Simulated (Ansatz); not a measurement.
Runs of Ansatz 0.2.0 on Br. Symmetry: I4/mmm, No. 139, tetragonal system. Conventional cell: a = 2.847 Å, b = 2.847 Å, c = 7.155 Å, α = 90.00°, β = 90.00°, γ = 90.00°. Br (site symmetry 4/mmm) is surrounded by 4 Br at 2.85 Å. 

```csv
level,cutoff (eV),gap on the mesh (eV),pressure (GPa),relaxed volume (Å³/atom)
r2SCAN,500,none,0.0,29.93
PBEsol,420,none,0.0,(a)
RPBE,420,none,0.0,44.26
LDA,420,none,0.0,(b)
BLYP,420,none,0.0,53.70
```

Alike in all rows: task relaxation of cell and atoms; potentials or basis Ansatz PAW; no spin polarisation; cell relaxed; k mesh 13 × 13 × 13; smearing fermi-dirac 0.05 eV.

Fill in the values left out.

(a) 29.06; (b) 26.38.

Caveats: the plane-wave basis is chosen anew once the cell has moved, so the energies of steps on either side of that aren't comparable; an odd number of electrons without spin polarisation forces a metal; a magnetic or distorted state may lie lower; the PAW data sets come from PBE, with cores solved anew for the run's functional, which leaves a small shift of forces and pressure; the volume moved by over 15 % at a fixed basis, so the end points are rough (some runs).

A k mesh can miss the band edges, and the runs leave out spin-orbit coupling on Br.

A gap of «none» marks a metal or a gap under the smearing width.

Runs at the PBE level aren't shown here.
